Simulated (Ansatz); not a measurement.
Rows from a G0W0 calculation on SnS2/SnS2/SnS2 (1T multilayer) (Ansatz 0.2.0; G0W0 on PBE, plane waves, PAW; PAW set soft_1; 6×6×1 mesh, 325 empty bands, screening to 38 eV, PAW set soft_1 files), in eV. Spin-orbit coupling is left out.

| row | Σx | Σc | Vxc | Z |
| --- | --- | --- | --- | --- |
| A | -11.65 | -3.01 | -15.67 | 0.76 |
| B | -10.70 | -2.72 | -14.28 | 0.77 |
| C | -18.27 | 2.26 | -15.95 | 0.74 |
| D | -10.92 | -2.70 | -14.47 | 0.77 |
| E | -18.23 | 2.34 | -15.79 | 0.74 |
| F | -11.79 | -3.05 | -15.89 | 0.76 |

Which rows are filled states and which are empty ones, and how can one tell?

Filled: C and E. Empty: A, B, D and F. The sign of Σc tells: for a filled state bare exchange, which holds its interaction with itself, lies below Vxc (Σx − Vxc is -2.3 eV or lower here) and screening gives part back as a positive Σc. For an empty state Σx lies above Vxc (+3.6 eV or more) and the Coulomb hole leaves Σc negative.

[Runs of the session that timed out or met a known fault of the program may be left out.]

[Cells called generated may have been cut or substituted from an entry of the Crystallography Open Database or the Materials Project.]

[Hosts, paths, dates, database ids (printed as entryN), source tags and the programs' standing remarks are cut or masked in the printed files.]
